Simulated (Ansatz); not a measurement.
The elements of this relaxed trial crystal are hidden behind letters.

```
lattice vectors (Å)
   6.2291   -3.5982    0.0000
   6.2291    3.5982    0.0000
   0.0000    0.0000    6.8305
fractional positions
X 0.1715 0.8285 0.5006
X 0.8285 0.1715 0.0006
Z 0.4944 0.1671 0.4999
Z 0.8329 0.5056 0.4999
Z 0.5056 0.8329 0.9999
Z 0.1671 0.4944 0.9999
Q 0.5176 0.8339 0.3667
Q 0.8151 0.1849 0.3912
Q 0.1661 0.4824 0.3667
Q 0.4824 0.1661 0.8667
Q 0.8339 0.5176 0.8667
Q 0.1849 0.8151 0.8912
```

Computed with Ansatz, DFT PBE, scalar-relativistic, plane waves, PAW. Cutoff 420 eV, Γ-centred 6×6×6 mesh (12-atom cell), Gaussian smearing of 0.10 eV, no spin polarisation.

| Quantity | Value |
| --- | --- |
| Space group | Cmc2_1 (No. 36) |
| Conventional cell | a = 12.458 Å, b = 7.196 Å, c = 6.831 Å |
| Volume per atom | 25.52 Å³ |
| Density | 5.20 g/cm³ |
| Energy over the elements | −0.30 eV/atom |
| Gap on the 6×6×6 mesh of the 12-atom cell | 0 eV (the bands meet within 0.015 eV) |

Energies are uncorrected and count from the elements' standard states at the same level.

Task: X is a p-block element of period 5, Z is a p-block element of period 4 and Q is a p-block element of period 4. Which elements are they?

Result: X = In, Z = Ga, Q = As, so the formula is InGa2As3. Density times volume gives a mean mass of 5.20 × 25.52/1.6605 = 79.9 u per atom, and this set has 79.8 u. In is surrounded by 4 As at 2.67 Å; Ga has 4 As at 2.49–2.51 Å; around As on a site of symmetry 1 lie 3 Ga at 2.49–2.51 Å and 1 In at 2.67 Å; 1 more site not described. Other sets within the hints have nearly the same mass, so mass alone doesn't settle it; this one was computed.

The zero gap may come from the functional, which often closes small gaps. Symmetry constrained the relaxation, so the result can be a saddle point.
